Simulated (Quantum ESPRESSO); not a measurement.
Crystal: Ru.

```xyz
2
Lattice="2.7058 0.0000 0.0000 -1.3529 2.3433 0.0000 0.0000 0.0000 4.2819" Properties=species:S:1:pos:R:3 pbc="T T T"
Ru    1.3529    0.7811    3.2114
Ru    0.0000    1.5622    1.0705
```

Base run:

| Property | Result |
| --- | --- |
| Program | Quantum ESPRESSO 7.5 |
| Functional | PBE |
| Potentials or basis | SG15 PBE 1.2 |
| Cutoff | 952 eV |
| Density cutoff | 3810 eV |
| k mesh | 11 × 11 × 6 |
| Occupations | fermi-dirac, width 0.05 eV |
| Spin | no spin polarisation |

Its results: band gap on the k mesh none (metal or under the smearing width); pressure 4.7 GPa.

Problem. After a change of settings the same cell gave: band gap on the k mesh none (metal or under the smearing width); pressure 4.0 GPa. Which change was it?
A. potentials or basis from SG15 PBE 1.2 to PseudoDojo 0.5 SR PBE standard; cutoff from 952 eV to 1143 eV; density cutoff from 3810 eV to 4572 eV
B. k mesh from 11 × 11 × 6 to 6 × 6 × 3
C. potentials or basis from SG15 PBE 1.2 to PseudoDojo 0.5 SR PBE stringent; cutoff from 952 eV to 1143 eV; density cutoff from 3810 eV to 4572 eV
D. potentials or basis from SG15 PBE 1.2 to GBRV 1.5 PBE; cutoff from 952 eV to 612 eV; density cutoff from 3810 eV to 4898 eV

Solution. D.
